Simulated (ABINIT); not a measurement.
**V: single point with PBEsol**

V:

```
V
1.0
    -1.51435    1.51435    1.51435
     1.51435   -1.51435    1.51435
     1.51435    1.51435   -1.51435
V
1
Direct
  0.00000 0.00000 0.00000
```

```
Program                                         : ABINIT 10.8.3 (patched build)
Task                                            : single point
Functional                                      : PBEsol
Potentials or basis                             : JTH PAW PBE v2.0
Cutoff                                          : 408 eV
k mesh                                          : 5 × 5 × 5
Occupations                                     : fermi-dirac, width 0.05 eV
Spin                                            : collinear spin, ferromagnetic start
Starting moments                                : [2.0] μB
Fine-grid cutoff                                : 816.342 eV
Exchange and correlation inside the PAW spheres : full angular mesh (pawxcdev 0, this build's default; the released program takes 1)
```

| Item | Value |
| --- | --- |
| Pressure | -9.5 GPa |
| Band gap on the k mesh | none (metal or under the smearing width) |
| Net moment | 0.21 μB per cell |
| Site moments | V +0.17 μB |
| Valence electrons inside the program's atomic spheres | V 11.21 (radii [1.1698] Å) |

Levels at points of the mesh, in eV from the Fermi level:
Spin up:
```csv
k point,band 2,band 3,band 4,band 5,band 6,band 7,band 8,band 9,band 10,band 11
"(0.00, 0.00, 0.00)",-37.15,-37.15,-37.15,-6.67,0.20,0.20,0.20,2.18,2.18,20.21
```
Spin down:
| k point | band 4 | band 5 | band 6 | band 7 | band 8 | band 9 |
| --- | --- | --- | --- | --- | --- | --- |
| (0.00, 0.00, 0.00) | -36.98 | -6.57 | 0.41 | 0.41 | 0.41 | 2.28 |

Run time: 11 s on 1 thread of Arm Neoverse V1 (shared host), peak memory 0.1 GiB.

Caveat: the k mesh is coarse (spacing up to 0.59 Å⁻¹), so the values aren't converged; the PAW data sets were made with another functional, which shifts forces and pressure a little.
